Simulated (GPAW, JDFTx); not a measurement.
This is a calculation of MgS (Niningerite) for GPAW 26.7.0 (ASE script). 

Contents of run.py:

```python
from ase.dft.bandgap import bandgap
from ase.io import read, write
from ase.units import Bohr, GPa
from gpaw import GPAW, PW, setup_paths
from gpaw.elf import elf_from_dft_calculation

setup_paths.insert(0, '.')

atoms = read('POSCAR')

calc = GPAW(mode=PW(800),
            xc='PBEsol',
            kpts={'size': (9, 9, 9), 'gamma': True},
            occupations={'name': 'methfessel-paxton', 'order': 0, 'width': 0.02},
            nbands=16,
            convergence={'density': 1e-05, 'energy': 1e-05},
            maxiter=150,
            txt='gpaw.txt')
atoms.calc = calc
energy = atoms.get_potential_energy()
forces = atoms.get_forces()
stress = atoms.get_stress()
calc.write('gs.gpw')
write('result.traj', atoms)
print(f'Energy: {energy:.6f} eV')
print('Forces (eV/A):')
print(forces.round(4))
print('Stress (GPa):', (stress / GPa).round(3))
print('Fermi level:', round(calc.get_fermi_level(), 4), 'eV')
print(f'Gap: {bandgap(calc)[0]:.4f} eV, direct: {bandgap(calc, direct=True)[0]:.4f} eV')

# fields on the real-space grid
write('density.cube', atoms, data=calc.get_pseudo_density() * Bohr**3)
write('potential.cube', atoms, data=calc.get_electrostatic_potential())
write('elf.cube', atoms, data=elf_from_dft_calculation(calc).data)
```

The input POSCAR:

```
MgS
1.0
    0.0000000000      2.6016500000      2.6016500000
    2.6016500000      0.0000000000      2.6016500000
    2.6016500000      2.6016500000      0.0000000000
S Mg
1 1
Direct
    0.5000000000      0.5000000000      0.5000000000
    0.0000000000      0.0000000000      0.0000000000
```

Potentials or basis: PAW data sets generated in the run's folder for this functional, pw.

The run is started by

```console
$ gpaw-setup -f PBEsol Mg S
$ OMP_NUM_THREADS=1 python run.py
```

Task: What does the same run look like in JDFTx 1.7.0 (patched build)? Potentials or basis there: PseudoDojo-SR-PBEsol-0.4.1-standard with smoothed tails, cutoff 1143 eV.

Result: As run (cutoffs and basis follow the program's own potentials, and thresholds, step limits or extra output files can differ):

The input MgS.in:

```
include MgS.lattice
coords-type Lattice
include MgS.ionpos

ion-species pseudo/S.upf
ion-species pseudo/Mg.upf
elec-cutoff 42 336
elec-ex-corr gga-PBEsol
kpoint-folding 9 9 9
elec-smearing Gauss 0.00036749322
elec-n-bands 14
electronic-SCF nIterations 100 energyDiffThreshold 1e-09
electronic-minimize nIterations 30 energyDiffThreshold 1e-7
converge-empty-states yes
forces-output-coords Cartesian

dump-name run.$VAR
dump End Ecomponents EigStats BandEigs Kpoints Forces Stress
```

Contents of MgS.lattice:

```
lattice \
    0.0000000000     4.9164059721     4.9164059721 \
    4.9164059721     0.0000000000     4.9164059721 \
    4.9164059721     4.9164059721     0.0000000000
```

File MgS.ionpos:

```
ion S      0.5000000000     0.5000000000     0.5000000000 1
ion Mg     0.0000000000     0.0000000000     0.0000000000 1
```

Potentials or basis: PseudoDojo-SR-PBEsol-0.4.1-standard with smoothed tails.

The run is started by

```sh
$ jdftx -c 1 -i MgS.in -o MgS.out
```

Both were run:

|  | GPAW | JDFTx |
| --- | --- | --- |
| Pressure | -0.9 GPa | -0.9 GPa |

Pressure is positive in compression.
